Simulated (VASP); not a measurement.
**A VASP 6.6.1 single-point calculation on Sn**

INCAR

```
NBANDS = 21
LASPH = .TRUE.
ISIF = 2
NSW = 0
ISMEAR = -1
PREC = Accurate
ENCUT = 520
IBRION = -1
NELECT = 28.02
LWAVE = .FALSE.
GGA = PE
SIGMA = 0.02
LREAL = .FALSE.
LCHARG = .FALSE.
NELM = 120
EDIFF = 1E-7
```

KPOINTS

```
KPOINTS created by Atomic Simulation Environment
0
Gamma
6 6 6
0 0 0
```

POSCAR

```
Sn
 1.0000000000000000
     0.0000000000000000    3.2969407276000000    3.2969407276000000
     3.2969407276000000    0.0000000000000000    3.2969407276000000
     3.2969407276000000    3.2969407276000000    0.0000000000000000
 Sn
   2
Cartesian
  0.0000000000000000  0.0000000000000000  0.0000000000000000
  1.6484703638000000  1.6484703638000000  1.6484703638000000
```

The recommended PBE PAW datasets give the neutral cell 28 valence electrons.

Command

```
mpirun -np 1 vasp_std
```

OSZICAR

```
N       E                     dE             d eps       ncg     rms          rms(c)
DAV:   1     0.228204467768E+03    0.22820E+03   -0.14473E+04   672   0.187E+03
DAV:   2     0.179854084658E+02   -0.21022E+03   -0.20664E+03   677   0.452E+02
DAV:   3    -0.676114951222E+01   -0.24747E+02   -0.24569E+02   797   0.141E+02
DAV:   4    -0.757282229887E+01   -0.81167E+00   -0.81135E+00   757   0.283E+01
DAV:   5    -0.760691005043E+01   -0.34088E-01   -0.34087E-01  1022   0.541E+00    0.301E+00
DAV:   6    -0.756692223151E+01    0.39988E-01   -0.24710E-02   897   0.194E+00    0.178E+00
DAV:   7    -0.754945805995E+01    0.17464E-01   -0.42747E-02   727   0.213E+00    0.161E-01
DAV:   8    -0.755138360892E+01   -0.19255E-02   -0.59427E-03   762   0.859E-01    0.459E-02
DAV:   9    -0.755172057111E+01   -0.33696E-03   -0.44594E-04   732   0.184E-01    0.123E-02
DAV:  10    -0.755175587642E+01   -0.35305E-04   -0.53081E-05   900   0.477E-02    0.572E-03
DAV:  11    -0.755176131064E+01   -0.54342E-05   -0.93558E-06   725   0.313E-02    0.161E-03
DAV:  12    -0.755176079598E+01    0.51466E-06   -0.97537E-07   881   0.141E-02    0.742E-04
DAV:  13    -0.755176086522E+01   -0.69245E-07   -0.75930E-08   568   0.293E-03
   1 F= -.75517609E+01 E0= -.75516487E+01  d E =-.224358E-03
```

From OUTCAR

```
k-points           NKPTS =     16   k-points in BZ     NKDIM =     16   number of bands    NBANDS=     21

   NELECT =      28.0200    total number of electrons

   dimension x,y,z NGX =    36 NGY =   36 NGZ =   36
   dimension x,y,z NGXF=    72 NGYF=   72 NGZF=   72

  energy-cutoff  :      520.00
  volume of cell :       71.67
      direct lattice vectors                 reciprocal lattice vectors
     0.000000000  3.296940728  3.296940728    -0.151655744  0.151655744  0.151655744
     3.296940728  0.000000000  3.296940728     0.151655744 -0.151655744  0.151655744
     3.296940728  3.296940728  0.000000000     0.151655744  0.151655744 -0.151655744

 k-points in reciprocal lattice and weights: KPOINTS created by Atomic Simulation Env
   0.00000000  0.00000000  0.00000000       0.005
   0.16666667  0.00000000  0.00000000       0.037
   0.33333333  0.00000000  0.00000000       0.037
   0.50000000  0.00000000  0.00000000       0.019
   0.16666667  0.16666667  0.00000000       0.028
   0.33333333  0.16666667  0.00000000       0.111
   0.50000000  0.16666667  0.00000000       0.111
  -0.33333333  0.16666667  0.00000000       0.111
   ...

 E-fermi :   5.1442

 k-point     1 :       0.0000    0.0000    0.0000
  band No.  band energies     occupation
      1     -16.4340      2.00000
      2     -16.4340      2.00000
      3     -16.4340      2.00000
      4     -16.3810      2.00000
      5     -16.3810      2.00000
      6     -16.1088      2.00000
      7     -16.1088      2.00000
      8     -16.1088      2.00000
      9     -16.1046      2.00000
     10     -16.1046      2.00000
     11      -5.1412      2.00000
     12       4.1902      2.00000
     13       5.2392      0.01722
     14       5.2392      0.01722
     15       5.2392      0.01722
     16       7.3006      0.00000
     17       7.3006      0.00000
     18       7.3006      0.00000
     19      10.1248      0.00000
     20      12.9918      0.00000
     21      12.9918      0.00000

 k-point     2 :       0.1667    0.0000    0.0000
  band No.  band energies     occupation
      1     -16.4481      2.00000
      2     -16.4481      2.00000
      3     -16.4282      2.00000
      4     -16.3605      2.00000
      5     -16.3605      2.00000
      6     -16.1372      2.00000
      7     -16.1372      2.00000
      8     -16.1159      2.00000
      9     -16.0801      2.00000
     10     -16.0801      2.00000
     11      -4.8876      2.00000
     12       2.3014      2.00000
     13       4.8257      2.00000
     14       4.8257      2.00000
     15       5.5928      0.00000
     16       7.8354      0.00000
     17       7.8354      0.00000
     18       8.3754      0.00000
     19      11.2070      0.00000
     20      12.0118      0.00000
     21      12.0118      0.00000

 ...

  Total        0.7102481      0.7102481      0.7102481      0.0000000      0.0000000     -0.0000000
  in kB       15.8765909     15.8765909     15.8765909      0.0000000      0.0000000     -0.0000000
  external PRESSURE =      15.8765909 kB  Pullay stress =       0.0000000 kB

 POSITION                                       TOTAL-FORCE (eV/Angst)
 -----------------------------------------------------------------------------------
      0.00000      0.00000      0.00000         0.000000      0.000000      0.000000
      1.64847      1.64847      1.64847        -0.000000     -0.000000     -0.000000
 -----------------------------------------------------------------------------------
    total drift:                                0.000000      0.000000      0.000000

  FREE ENERGIE OF THE ION-ELECTRON SYSTEM (eV)
  ---------------------------------------------------
  free  energy   TOTEN  =        -7.5517608652 eV

  energy  without entropy=       -7.5515365069  energy(sigma->0) =       -7.55164869
```

It converged. Results: pressure 1.6 GPa.

The cell is charged and sits in a uniform background.

For comparison, a separate PBE run of the intended cell, on usual settings and not on those above, gives a gap of -0.18 eV on its mesh and a pressure of 1.1 GPa.

The run above took about 9.4 s on one core of a shared host (Intel Xeon 6975P-C) and held 0.19 GiB at most.
